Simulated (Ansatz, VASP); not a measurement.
# Ni and the dispersion correction, program beside program

The cell as given:

It takes space group Fm-3m (No. 225, cubic). The conventional cell has a = 3.475 Å, b = 3.475 Å, c = 3.475 Å, α = 90.00°, β = 90.00°, γ = 90.00°. Ni (site symmetry m-3m) has 12 Ni at 2.46 Å as nearest neighbours.

Kept alike: task relaxation of cell and atoms; functional PBE; k mesh 10 × 10 × 10; occupations fermi-dirac, width 0.05 eV; collinear spin, ferromagnetic start. The mesh is that of the run's cell of 1 atom. No spin-orbit coupling.

- A: Ansatz, Ansatz PAW, cutoff 420 eV
- B: VASP, PBE PAW files Ni, 600 eV

| dispersion correction | A: volume (Å³/atom) | B: volume (Å³/atom) |
| --- | --- | --- |
| none | 10.921 | 10.908 |
| D3(BJ) | 10.550 | 10.532 |
| D4 | 10.591 | 10.575 |

Magnetic runs hold the state that their start led to. Values hold for each row's relaxed cell, which stops near the pressure aimed at (zero). Ansatz's stress holds its Pulay term. Programs can differ in the three-body term of D3, and some take D4 from an outside library. For a metal such a mesh leaves the last digits unconverged.

Problem. How large is the effect of the dispersion correction, and do the programs agree on it?

Solution. From none to D3(BJ) the volume moves by -0.371 in A, -0.376 in B (Å³/atom). Row by row the programs differ by 0.013 to 0.018, and over this span the shifts, as printed, agree within about 1 %. Shifts from none: D3(BJ) -0.371, -0.376; D4 -0.330, -0.333; the programs' shifts differ by up to 0.005.
